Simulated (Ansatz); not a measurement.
**Be (omega type): a single-point run**

Wanted: a converged single-point run for Be (omega type), and a check of what comes out. The structure is shown as the input types it.

Method: Kohn-Sham DFT, with the functional, basis and potentials that each input names (as first typed), in Ansatz 0.2.0.

### 1 The starting structure

The structure is hexagonal, space group P6/mmm (No. 191). Conventional cell: a = 3.387 Å, b = 3.387 Å, c = 2.046 Å, α = 90.00°, β = 90.00°, γ = 120.00°. Be (site symmetry 6/mmm) has 14 Be at 2.05 to 2.21 Å as nearest neighbours. Be (site symmetry -6m2) has 11 Be at 1.96 to 2.21 Å as nearest neighbours.

As a file:

```cif
data_structure
_symmetry_space_group_name_H-M 'P 1'
_symmetry_Int_Tables_number 1
_cell_length_a 3.3866
_cell_length_b 3.3866
_cell_length_c 2.0464
_cell_angle_alpha 90.000
_cell_angle_beta 90.000
_cell_angle_gamma 120.000
_cell_volume 20.33
loop_
_atom_site_label
_atom_site_type_symbol
_atom_site_fract_x
_atom_site_fract_y
_atom_site_fract_z
_atom_site_occupancy
Be1 Be 0.00000 0.00000 0.00000 1
Be2 Be 0.33333 0.66667 0.50000 1
Be3 Be 0.66667 0.33333 0.50000 1
```

### 2 The run

input.yaml

```yaml
crystal:
  lattice:
    - [3.3865691064, 0.0, 0.0]
    - [-1.6932845532, 2.9328548778, 0.0]
    - [0.0, 0.0, 2.0464304823]
  atoms:
    - { symbol: Be, position: [0.0, 0.0, 0.0] }
    - { symbol: Be, position: [0.3333333333, 0.6666666667, 0.5] }
    - { symbol: Be, position: [0.6666666667, 0.3333333333, 0.5] }
kpoints:
  mp_grid: { grid: [10, 10, 14] }
scf:
  occupations: { method: fermi_dirac, width: 0.08 }
  max_iter: 50
hamiltonian:
  xc: pbe
  pseudopotentials: { kind: paw }
  hubbard: { sites: [{ species: Be, l: p, u_eff: 40.0 }] }
output:
  forces: true
  stress: true
  eigenvalues: true
  populations: true
```

Launch:

```console
$ ansatz run input.yaml --threads 1 --pin off --max-ram 3072MiB --backend cpu --events-out ev --progress --plain --runs-dir out
```

**Question.** How will this run end, and is anything wrong with its input?

This run ends as converged, with warnings (filled band counts differ across k points). It gives a pressure of 300 GPa, which is large; a structure far from rest gives such values too, whatever the setting.

The suspect setting: hamiltonian.hubbard.sites is [{species: Be, l: p, u_eff: 40.0}]. A U of this value distorts the shell's occupations and the levels near the Fermi energy.

Run again and compare: delete hamiltonian.hubbard.sites.
